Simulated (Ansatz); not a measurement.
# In3Se: a two-dimensional strain map

This session takes In3Se and sets out to map the energy over biaxial and axial strain.

Method: DFT PBE, scalar-relativistic, plane waves, PAW, in Ansatz 0.2.0.

## Step 1: Starting point

The structure is cubic, space group Pm-3m (No. 221). Conventional cell: a = 4.790 Å, b = 4.790 Å, c = 4.790 Å, α = 90.00°, β = 90.00°, γ = 90.00°. Around In (site symmetry 4/mmm) lie 8 In at 3.39 Å and 4 Se at 3.39 Å. Se (site symmetry m-3m) has 12 In at 3.39 Å as nearest neighbours.

As a file:

```cif
data_structure
_symmetry_space_group_name_H-M 'P 1'
_symmetry_Int_Tables_number 1
_cell_length_a 4.7904
_cell_length_b 4.7904
_cell_length_c 4.7904
_cell_angle_alpha 90.000
_cell_angle_beta 90.000
_cell_angle_gamma 90.000
_cell_volume 109.93
loop_
_atom_site_label
_atom_site_type_symbol
_atom_site_fract_x
_atom_site_fract_y
_atom_site_fract_z
_atom_site_occupancy
In1 In 0.00000 0.50000 0.50000 1
In2 In 0.50000 0.00000 0.50000 1
In3 In 0.50000 0.50000 0.00000 1
Se1 Se 0.00000 0.00000 0.00000 1
```

It goes back to an entry of the Materials Project, which need not be the stable form.

This cell was relaxed beforehand with the same method: volume 27.48 Å³/atom, gap on the mesh none (metal).

## Step 2: Zero of the scan

The input, input.yaml:

```yaml
crystal:
  lattice:
    - [4.7904425522, 0.0, 0.0]
    - [0.0, 4.7904425522, 0.0]
    - [0.0, 0.0, 4.7904425522]
  atoms:
    - { symbol: In, position: [0.0, 0.5, 0.5] }
    - { symbol: In, position: [0.5, 0.0, 0.5] }
    - { symbol: In, position: [0.5, 0.5, 0.0] }
    - { symbol: Se, position: [0.0, 0.0, 0.0] }
basis:
  ecutwfc: 420
kpoints:
  mp_grid: { grid: [10, 10, 10] }
hamiltonian:
  xc: pbe
scf:
  occupations: { method: gaussian, width: 0.15 }
output:
  forces: true
  stress: true
  eigenvalues: true
  write_density: true
  write_potential: true
  elf: true
  volumetric_format: npy
```

Started as:

```console
$ ansatz run input.yaml --threads 2 --pin off --max-ram 5120MiB --backend cpu --events-out ev --progress --plain --runs-dir out
```

The session goes on with these runs: At p = -0.030, q = -0.030; point p = -0.030, q = 0.000; point p = -0.030, q = 0.030; At p = 0.000, q = -0.030; point p = 0.000, q = 0.030; point p = 0.030, q = -0.030; point p = 0.030, q = 0.000; p = 0.030, q = 0.030; point p = -0.030, q = -0.015; point p = -0.030, q = 0.015.

**Question.** What will these runs give? Wanted: highest point; lowest point away from the origin.

The runs gave:

```
                         quantity                                       value
                    highest point  25.7 meV/atom at (p, q) = (-0.030, -0.030)
lowest point away from the origin             2.6 meV/atom at (0.000, -0.030)
```

What this shows: No computed point lies below the origin. At |p| = |q| = 0.030, points where p and q have the same sign cost 23.7 meV/atom on average, those of opposite sign 3.6: stretching in the plane is cheaper with a contraction along z. The final runs have no spin polarisation, so no magnetic state was tried and one may lie lower.
